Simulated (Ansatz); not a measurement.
**Pressure series in CsPbI3**

Consider CsPbI$_{3}$ in the cubic perovskite structure (space group Pm-3m, No. 221).

```cif
data_CsI3Pb
_chemical_formula_sum 'Cs1 Pb1 I3'
_space_group_name_H-M_alt 'P 1'
_space_group_IT_number 1
_cell_length_a 6.39047
_cell_length_b 6.39047
_cell_length_c 6.39047
_cell_angle_alpha 90.000
_cell_angle_beta 90.000
_cell_angle_gamma 90.000
loop_
_space_group_symop_operation_xyz
  'x, y, z'
loop_
_atom_site_label
_atom_site_type_symbol
_atom_site_fract_x
_atom_site_fract_y
_atom_site_fract_z
_atom_site_occupancy
Cs1 Cs 0.00000 0.00000 0.00000 1
Pb1 Pb 0.50000 0.50000 0.50000 1
I1 I 0.00000 0.50000 0.50000 1
I2 I 0.50000 0.50000 0.00000 1
I3 I 0.50000 0.00000 0.50000 1
```

Cell and atoms are relaxed at each pressure.

The values are results of plane-wave PAW DFT at the PBE level (Ansatz, a program for electronic structure, 420 eV), no SOC, not measurements.

Notes on the quantities. enthalpy: H = E + PV relative to the base's energy.

| variant | shortest interatomic distance | band gap | enthalpy |
|---|---|---|---|
| base | 3.195 Å | 1.48 eV | – |
| pressure −2 GPa | 3.458 Å | 1.84 eV | -0.72 eV/atom |
| pressure −1 GPa | 3.285 Å | 1.68 eV | -0.34 eV/atom |
| pressure 1.8 GPa | 3.093 Å | 1.16 eV | +0.56 eV/atom |
| pressure 4.2 GPa | 3.004 Å | 0.80 eV | +1.23 eV/atom |
| pressure 18 GPa | 2.760 Å | zero | +4.47 eV/atom |
| pressure 30 GPa | 2.654 Å | zero | +6.83 eV/atom |
| pressure 45 GPa | 2.566 Å | zero | +9.49 eV/atom |
| pressure 60 GPa | 2.503 Å | zero | +11.93 eV/atom |

The mesh was chosen for an insulator and is coarse for the gapless case. Spin-orbit coupling, missing from the scalar runs, can matter with I and Pb. Load acts through the strain it causes; cell and atoms are relaxed under it. Stability against distortions was not tested. No other phases were tried under pressure. All final runs are without spin polarisation. Many cubic perovskites are stable only at high temperature; tilts and polar distortions were not tested. This is not the structure that CsPbI3 has at room temperature and ambient pressure. The zero or small gap of CsPbI3 under pressure 18 GPa, CsPbI3 under pressure 30 GPa, CsPbI3 under pressure 45 GPa and CsPbI3 under pressure 60 GPa can change with the level of theory.
